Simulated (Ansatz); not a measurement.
Runs of Ansatz 0.2.0 on LiF (Griceite). The structure is cubic, space group Fm-3m (No. 225). The conventional cell has a = 4.028 Å, b = 4.028 Å, c = 4.028 Å, α = 90.00°, β = 90.00°, γ = 90.00°. Around F (site symmetry m-3m) lie 6 Li at 2.01 Å. Li (site symmetry m-3m) is surrounded by 6 F at 2.01 Å. 

```csv
task,level,potentials or basis,spin,cell,k mesh,cutoff (eV),smearing,driver,gap on the mesh (eV),pressure (GPa),moment (μB)
Born charges and dielectric tensor,BPBE,Ansatz NC,off,volume scaled by 0.96,11 × 11 × 11,1320,fixed,-,9.52,-,-
Born charges and dielectric tensor,BPBE,Ansatz NC,off,volume scaled by 0.96,11 × 11 × 11,1320,fixed,chain,9.52,-,-
single point,r2SCANh,Ansatz PAW,off,as given,7 × 7 × 7,500,fermi-dirac 0.05 eV,calculator,11.14,-2.8,-
single point,BLYP+D4,JTH PAW,"collinear, ferromagnetic start",cell strained at random at fixed volume,9 × 9 × 9,1500,methfessel-paxton 0.1 eV,calculator,9.16,1.2,0.00
Born charges and dielectric tensor,LDA,JTH PAW LDA,"collinear, ferromagnetic start",as given,11 × 11 × 11,1500,gaussian 0.01 eV,chain,8.81,-,0.00
electron localisation function,r2SCANh+D3(BJ),Ansatz PAW accurate,off,volume scaled by 1.25,7 × 7 × 7,1300,methfessel-paxton 0.1 eV,chain,(a),(b),-
```

Problem. Fill in the values left out.

Solution. (a) 9.30; (b) -13.2.

Caveats: odd divisions of the mesh miss points on the zone boundary, where band edges often lie, so the gap on the mesh can be too wide; the potentials were made for another functional, which shifts forces and pressure (some runs); the PAW data sets were made with another functional, which shifts forces and pressure a little (some runs); the thresholds are loose for stress (some runs); the starting moments weren't kept (some runs); the dispersion damping was fitted for another functional or another form of the correction (some runs).

A k mesh can miss the band edges.

Runs at the PBE level aren't shown here.
